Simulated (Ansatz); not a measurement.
System: zinc-blende InN (metastable phase). Method: PBEsol+SOC (Ansatz, a program for electronic structure, plane waves, PAW).

Run with plane-wave cutoff 520 eV, 12×12×12 k mesh, Fermi–Dirac smearing 0.01 eV, PAW data made under PBE.

Energies at three volumes about the minimum:

```csv
V (Å³/atom),E − E_lowest (meV/atom)
15.177,2.72
15.486,0.00
15.796,2.53
```

Question: Fit a parabola by hand: where is the minimum, what lattice constant follows, and what is the bulk modulus?

Answer: Slopes: (0.00 − 2.72)/(15.486 − 15.177) = -8.803 and (2.53 − 0.00)/(15.796 − 15.486) = 8.161 meV/Å³. Curvature E″ = 2 × (8.161 − (-8.803))/(15.796 − 15.177) = 54.811 meV/Å⁶. From the middle of the first interval, the slope vanishes at V0 = 15.3315 − (-8.803)/54.811 = 15.492 Å³/atom. B = V0 E″ = 15.492 × 54.811 meV/Å³ × 0.1602 GPa per meV/Å³ = 136 GPa. With 8 atoms in the cube, a = (8 × 15.492)^(1/3) = 4.986 Å. The full Birch–Murnaghan fit to all volumes gives V0 = 15.486 Å³/atom and B0 = 136 GPa.

Measured, for comparison: lattice constant a 5.01 ± 0.01 Å (temperature not stated, no zero-point or thermal correction, epilayer on 3C-SiC; as tabulated in Schörmann, As, Lischka, Schley, Goldhahn et al., Appl. Phys. Lett. 89, 261903 …).

Note: this level leaves the solid without a gap, although one is measured.
